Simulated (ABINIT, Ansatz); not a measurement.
**A GW chain in ABINIT: MgO (Periclase)**

How does a plane-wave GW calculation on MgO (Periclase) run from the first input to the gap?

Program: ABINIT 10.8.3. Level of theory: PBE and many-body steps on it, plane waves. Results are calculated unless marked as measured.

The database entry behind the starting cell differs from later determinations by our own check (about 0.1 % long), so it need not match the best structure at ambient conditions.

### Step 1. Set-up

It takes space group Fm-3m (No. 225, cubic). The conventional cell has a = 4.217 Å, b = 4.217 Å, c = 4.217 Å, α = 90.00°, β = 90.00°, γ = 90.00°. Nearest to Mg lie 6 O at 2.11 Å. Nearest to O lie 6 Mg at 2.11 Å. Farther neighbours and most contacts between anions are not listed.

The cell and positions come from the Crystallography Open Database and are kept as given unless a step says otherwise.

### Step 2. Ground state

This step: ABINIT 10.8.3; DFT, PBE, plane waves, norm-conserving pseudopotentials.

The ground-state density comes first.

File run.abi:

```
acell 3*1.0 Angstrom
rprim 
  -0.000000000000 2.108500000000 2.108500000000
  2.108500000000 0.000000000000 2.108500000000
  2.108500000000 2.108500000000 0.000000000000
ntypat 2
znucl 12 8
natom 2
typat 1 2
xred 
  0.000000000000 0.000000000000 0.000000000000
  0.500000000000 0.500000000000 0.500000000000
pp_dirpath "pseudos"
pseudos "Mg.upf, O.upf"
ecut 38
ngkpt 8 8 8
nshiftk 1
shiftk 0 0 0
kptopt 1
chksymbreak 0
nband 13
occopt 1
tolvrs 1e-10
nstep 60
prtwf 0
optforces 0
optstress 0
indata_prefix "in"
outdata_prefix "out"
tmpdata_prefix "tmp"
```

Command:

```
$ OMP_NUM_THREADS=1 mpirun -n 8 abinit run.abi > log
```

Numbers of over 12 decimals in the logs are rounded to 6 here.

What it wrote:

```text
.Version 10.8.3 of ABINIT. v10.8.2 released Aug 2026.

 Symmetries : space group Fm -3 m (#225); Bravais cF (face-center cubic)
================================================================================
 Values of the parameters that define the memory need of the present run
     intxc =       0    ionmov =       0      iscf =       7    lmnmax =       5
     lnmax =       5     mgfft =      32  mpssoang =       3    mqgrid =    3001
     natom =       2  nloc_mem =       1    nspden =       1   nspinor =       1
    nsppol =       1      nsym =      48    n1xccc =    2501    ntypat =       2
    occopt =       1   xclevel =       2
-    mband =          13        mffmem =           1         mkmem =           4
       mpw =        1427          nfft =       32768          nkpt =          29
================================================================================
  Rough estimation (10% accuracy) of disk space for files :
================================================================================

--------------------------------------------------------------------------------
------------- Echo of variables that govern the present computation ------------
--------------------------------------------------------------------------------
 -outvars: echo values of preprocessed input variables --------
            acell      1.8897261259E+00  1.8897261259E+00  1.8897261259E+00 Bohr

      chksymbreak           0
             ecut      3.80000000E+01 Hartree
-          fftalg         312

              ixc     -101130
              kpt      0.00000000E+00  0.00000000E+00  0.00000000E+00
                       1.25000000E-01  0.00000000E+00  0.00000000E+00
                       2.50000000E-01  0.00000000E+00  0.00000000E+00
                       3.75000000E-01  0.00000000E+00  0.00000000E+00
                       5.00000000E-01  0.00000000E+00  0.00000000E+00
                       1.25000000E-01  1.25000000E-01  0.00000000E+00
                       2.50000000E-01  1.25000000E-01  0.00000000E+00
                       3.75000000E-01  1.25000000E-01  0.00000000E+00
                       5.00000000E-01  1.25000000E-01  0.00000000E+00
   [... 18 further rows ...]
                      -3.75000000E-01  5.00000000E-01  1.25000000E-01
                      -2.50000000E-01  5.00000000E-01  2.50000000E-01
         kptrlatt        8    0    0      0    8    0      0    0    8
          kptrlen      4.50793305E+01
P           mkmem           4
            natom           2
            nband          13
            ngfft          32      32      32
             nkpt          29
            nstep          60
             nsym          48
           ntypat           2
              occ      2.000000  2.000000  2.000000  2.000000  2.000000  2.000000
                       2.000000  2.000000  0.000000  0.000000  0.000000  0.000000
                       0.000000
        optforces           0
        optstress           0
            prtwf           0
            rprim     -0.0000000000E+00  2.1085000000E+00  2.1085000000E+00
[...]
spgroup         225

           tolvrs      1.00000000E-10

             xred      0.0000000000E+00  0.0000000000E+00  0.0000000000E+00
[...]
znucl       12.00000    8.00000

================================================================================

 chkinp: Checking input parameters for consistency.

================================================================================
== DATASET  1 ==================================================================
-   mpi_nproc: 8, omp_nthreads: 1 (-1 if OMP is not activated)

--- !DatasetInfo
iteration_state: {dtset: 1, }
dimensions: {natom: 2, nkpt: 29, mband: 13, nsppol: 1, nspinor: 1, nspden: 1, mpw: 1427, }
cutoff_energies: {ecut:  38.0, pawecutdg:  -1.0, }
electrons: {nelect:   1.60000000E+01, charge:   0.00000000E+00, occopt:   1.00000000E+00, tsmear:   1.00000000E-02, }

 Real(R)+Recip(G) space primitive vectors, cartesian coordinates (Bohr,Bohr^-1):
 R(1)=  0.0000000  3.9844875  3.9844875  G(1)= -0.1254867  0.1254867  0.1254867
 R(2)=  3.9844875  0.0000000  3.9844875  G(2)=  0.1254867 -0.1254867  0.1254867
 R(3)=  3.9844875  3.9844875  0.0000000  G(3)=  0.1254867  0.1254867 -0.1254867
 Unit cell volume ucvol=  1.2651657E+02 bohr^3
 Angles (23,13,12)=  6.00000000E+01  6.00000000E+01  6.00000000E+01 degrees

 getcut: wavevector=  0.0000  0.0000  0.0000  ngfft=  32  32  32
         ecut(hartree)=     38.000   => boxcut(ratio)=   2.04647

--- Pseudopotential description ------------------------------------------------
- Mg Generated using ONCVPSP code by D. R. Hamann
- 12.00000  10.00000  171031                  znucl, zion, pspdat
12 -101130 1 -1 1510                          pspcod,pspxc,lmax,lloc,mmax
     nproj     2     2     0
  pspatm : epsatm=    9.22893308
         --- l  ekb(1:nproj) -->
[...]
pspatm: atomic psp has been read  and splines computed

- O Generated using ONCVPSP code by D. R. Hamann
-  8.00000   6.00000  171031                  znucl, zion, pspdat
12 -101130 2 -1 936                           pspcod,pspxc,lmax,lloc,mmax
     nproj     2     2     1
  pspatm : epsatm=    6.19545534
         --- l  ekb(1:nproj) -->
[...]
1   -4.717130   -1.149271
             2   -1.331955
 pspatm: atomic psp has been read  and splines computed

   2.46790215E+02                                ecore*ucvol(ha*bohr**3)
--------------------------------------------------------------------------------

_setup2: Arith. and geom. avg. npw (full set) are    1416.447    1416.434

================================================================================

--- !BeginCycle
iteration_state: {dtset: 1, }
solver: {iscf: 7, nstep: 60, nline: 4, wfoptalg: 0, }
tolerances: {tolvrs: 1.00E-10, }

     iter   Etot(hartree)      deltaE(h)  residm     vres2
 ETOT  1  -75.933399356280    -7.593E+01 1.121E-01 3.838E+02
 ETOT  2  -75.939874550780    -6.475E-03 1.119E-02 3.657E+02
 ETOT  3  -76.050010251231    -1.101E-01 3.866E-03 3.208E+00
 ETOT  4  -76.050821314389    -8.111E-04 4.415E-04 8.288E-03
 ETOT  5  -76.050821890708    -5.763E-07 5.080E-04 3.051E-04
 ETOT  6  -76.050821976688    -8.598E-08 6.678E-04 1.605E-05
 ETOT  7  -76.050821979871    -3.183E-09 2.731E-04 1.242E-07
 ETOT  8  -76.050821979876    -5.315E-12 3.905E-04 6.254E-09
 ETOT  9  -76.050821979879    -3.396E-12 9.903E-05 9.597E-11

 At SCF step    9       vres2   =  9.60E-11 < tolvrs=  1.00E-10 =>converged.

--- !ResultsGS
iteration_state: {dtset: 1, }
comment   : Summary of ground state results
lattice_vectors:
- [ -0.0000000,   3.9844875,   3.9844875, ]
- [  3.9844875,   0.0000000,   3.9844875, ]
- [  3.9844875,   3.9844875,   0.0000000, ]
lattice_lengths: [   5.63492,    5.63492,    5.63492, ]
lattice_angles: [ 60.000,  60.000,  60.000, ] # degrees, (23, 13, 12)
lattice_volume:   1.2651657E+02
convergence: {deltae: -3.396E-12, res2:  9.597E-11, residm:  9.903E-05, diffor:  0.000E+00, }
etotal    :  -7.60508220E+01
entropy   :   0.00000000E+00
fermie    :   1.72472836E-01
cartesian_stress_tensor: null
pressure_GPa: null
xred      :
- [  0.0000E+00,   0.0000E+00,   0.0000E+00, Mg]
- [  5.0000E-01,   5.0000E-01,   5.0000E-01,  O]
cartesian_forces: null
force_length_stats: {min: null, max: null, mean: null, }

 Integrated electronic density in atomic spheres:
 ------------------------------------------------
 Atom  Sphere_radius  Integrated_density
    1        2.00000          8.38663429
    2        2.00000          6.29705207
================================================================================

 ----iterations are completed or convergence reached----

 Mean square residual over all n,k,spin=   26.270E-08; max=  99.028E-06
 reduced coordinates (array xred) for    2 atoms
       0.000000000000      0.000000000000      0.000000000000
       0.500000000000      0.500000000000      0.500000000000
 rms dE/dt=  0.0000E+00; max dE/dt=  0.0000E+00; dE/dt below (all hartree)
    1       0.000000000000      0.000000000000      0.000000000000
    2       0.000000000000      0.000000000000      0.000000000000

 cartesian coordinates (angstrom) at end:
    1      0.000000     0.000000     0.000000
    2      2.108500     2.108500     2.108500
 length scales=  1.889726125908  1.889726125908  1.889726125908 bohr
              =  1.000000000000  1.000000000000  1.000000000000 angstroms
 prteigrs : about to open file out_EIG
 Fermi (or HOMO) energy (hartree) =   0.17247   Average Vxc (hartree)=  -0.41837
 Eigenvalues (hartree) for nkpt=  29  k points:
 kpt#   1, nband= 13, wtk=  0.00195, kpt=  0.0000  0.0000  0.0000 (reduced coord)
  -2.48723   -1.26531   -1.26531   -1.26531   -0.45853    0.17247    0.17247    0.17247
   0.34641    0.75821    0.75821    0.75821    0.89645
 prteigrs : prtvol=0 or 1, do not print more k-points.

--- !EnergyTerms
iteration_state     : {dtset: 1, }
comment             : Components of total free energy in Hartree
kinetic             :  4.53125594046268E+01
hartree             :  2.07862698222356E+01
xc                  : -1.22460646359516E+01
Ewald energy        : -4.73278672197954E+01
psp_core            :  1.95065525596835E+00
local_psp           : -6.38204822685426E+01
non_local_psp       : -2.07058923384206E+01
total_energy        : -7.60508219798794E+01
total_energy_eV     : -2.06944829121884E+03
band_energy         : -1.27938181591723E+01

== END DATASET(S) ==============================================================
================================================================================

 -outvars: echo values of variables after computation  --------
           etotal     -7.6050821980E+01
            nband          13
             nkpt          29
          spgroup         225
 [... the other variables as echoed above ...]

 Calculation completed.
```

Elapsed: 2.8 s, on 8 MPI ranks of Arm Neoverse V2, shared host; peak memory 0.07 GiB; 21 s of CPU time.

Numbers from this step:

- total energy: -2069.4483 eV
- gap: 4.733 eV
- k of the valence top: 0, 0, 0
- k of the conduction bottom: 0, 0, 0
- least direct gap: 4.733 eV

The gap is direct, at Γ.

(Continued in part 2 of 3.)

[Paths, hosts, dates, memory and timing lines, banners, echoed tables and standing remarks are left out of the program output.]

[Logs are printed without paths, hosts, clocks, repeated set-up lines and the standing remarks that a program may print on its own settings, such as how far it seeks lower states.]

[Runs of the session that timed out or met a known fault of the program may be left out.]

[Hosts, paths, dates, database ids (printed as entryN), source tags and the programs' standing remarks are cut or masked in the printed files.]

[G0W0 gaps are taken among the corrected bands and points alone; a level outside them can change the order at an edge.]

[Where Ansatz stands beside ABINIT at settings called matched, ABINIT's density can come from a denser mesh and the files from another edition; pairs whose starting gaps differed by over 0.03 eV were left out, so agreement reads better than it is.]
